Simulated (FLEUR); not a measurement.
**TiCo: equation of state with LDA**

TiCo:

```
Co Ti
1.0
     2.98611    0.00000    0.00000
     0.00000    2.98611    0.00000
     0.00000    0.00000    2.98611
Co Ti
1 1
Direct
  0.50000 0.50000 0.50000
  0.00000 0.00000 0.00000
```

The cell comes from a database or a generator and needn't be the stable form of this composition.

```
Program                  : FLEUR MaX-R8.1 (later development tree)
Task                     : equation of state
Functional               : LDA
Potentials or basis      : all-electron
Basis                    : FLAPW
Kmax                     : 4.47 1/bohr
k mesh                   : 9 × 9 × 9
Occupations              : fermi-dirac, width 0.05 eV
Spin                     : collinear spin, program default start
Gmax                     : 13.9 1/bohr
Muffin-tin radii         : Co 2.19, Ti 2.19 bohr
lmax                     : Co 9, Ti 9
lnonsphr                 : Co 9, Ti 9
Local orbitals a species : Co 5, Ti 5
```

| Quantity | Value |
| --- | --- |
| Equilibrium volume | 12.23 Å³/atom (rough: see the caveat) |
| Bulk modulus | 213 GPa (rough) |

Energy against volume, from the lowest point:
| volume (Å³/atom) | energy (meV/atom) |
| --- | --- |
| 12.515 | 0.00 |
| 12.781 | 10.92 |
| 13.313 | 50.16 |
| 13.846 | 108.46 |
| 14.112 | 143.43 |

Caveat: the minimum lies outside the volumes run.
